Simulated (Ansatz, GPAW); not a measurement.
**TiC and the functional, program beside program**

```cif
data_structure
_symmetry_space_group_name_H-M 'Fm-3m'
_symmetry_Int_Tables_number 225
_cell_length_a 4.3314
_cell_length_b 4.3314
_cell_length_c 4.3314
_cell_angle_alpha 90.000
_cell_angle_beta 90.000
_cell_angle_gamma 90.000
_cell_volume 81.26
loop_
_atom_site_label
_atom_site_type_symbol
_atom_site_symmetry_multiplicity
_atom_site_Wyckoff_symbol
_atom_site_fract_x
_atom_site_fract_y
_atom_site_fract_z
_atom_site_occupancy
Ti1 Ti 4 a 0.00000 0.00000 0.00000 1
C1 C 4 b 0.50000 0.00000 0.00000 1
```

The cell is a database's computed one, not the measured one.

Kept alike: task band structure; k mesh 11 × 11 × 11; occupations fermi-dirac, width 0.05 eV; no spin polarisation. The mesh is that of the run's cell of 2 atoms. No spin-orbit coupling.

- A: Ansatz, Ansatz PAW, made for PBE, cutoff 420 to 500 eV
- B: GPAW; the program's PAW data sets (release 1.2.1) made for this functional (LDA); GPAW PAW data sets (gpaw-data 1.2.1) (PBE, r2SCAN); PAW data sets generated for this functional (PBEsol), cutoff 800 eV

| functional | A: pressure (GPa) | B: pressure (GPa) |
| --- | --- | --- |
| LDA | -12.58 | -11.84 |
| PBE | 0.28 | 0.94 |
| PBEsol | -6.71 | -5.85 |
| r2SCAN | -0.65 | 0.30 |

Pressure is positive in compression; plane-wave values hold the error of the finite cutoff, which Ansatz corrects. Values on potentials made for another functional: A at LDA, PBEsol, r2SCAN; B at r2SCAN. For a metal such a mesh leaves the last digits unconverged.

How large is the effect of the functional, and do the programs agree on it?

From LDA to PBE the pressure moves by +12.86 in A, +12.78 in B (GPa). Row by row the programs differ by 0.66 to 0.95, and over this span the shifts, as printed, agree within about 1 %. Shifts from LDA: PBE +12.86, +12.78; PBEsol +5.87, +5.99; r2SCAN +11.93, +12.14; the programs' shifts differ by up to 0.21.
